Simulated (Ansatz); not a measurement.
# KZnF3 in Ansatz: the effect of functional

Crystal: KZnF3.

```
CELL_PARAMETERS angstrom
4.05000 0.00000 0.00000
0.00000 4.05000 0.00000
0.00000 0.00000 4.05000
ATOMIC_POSITIONS crystal
Zn 0.50000 0.50000 0.50000
K 0.00000 0.00000 0.00000
F 0.50000 0.00000 0.50000
F 0.00000 0.50000 0.50000
F 0.50000 0.50000 0.00000
```

Alike in all runs:

* Program: Ansatz 0.2.0
* Task: band structure
* Potentials or basis: Ansatz PAW
* k mesh: 7 × 7 × 7
* Occupations: fermi-dirac, width 0.05 eV
* Spin: no spin polarisation

```csv
functional,cutoff,gap on the mesh (eV),pressure (GPa)
PBEsol,420 eV (not typed: the program's choice for these potentials),?,?
LDA,420 eV (not typed: the program's choice for these potentials),3.75,-4.8
r2SCAN,500 eV (not typed: the program's choice for these potentials),4.74,-0.2
```

**Question.** What does the run with functional PBEsol give?

**Answer.** gap on the mesh 3.83 eV; pressure 0.1 GPa.

Caveats: the k mesh misses the band edges, so the gap on the mesh is wider than the one along the path; the PAW data sets come from PBE, with cores solved anew for the run's functional, which leaves a small shift of forces and pressure.

Runs at the PBE level aren't shown here.
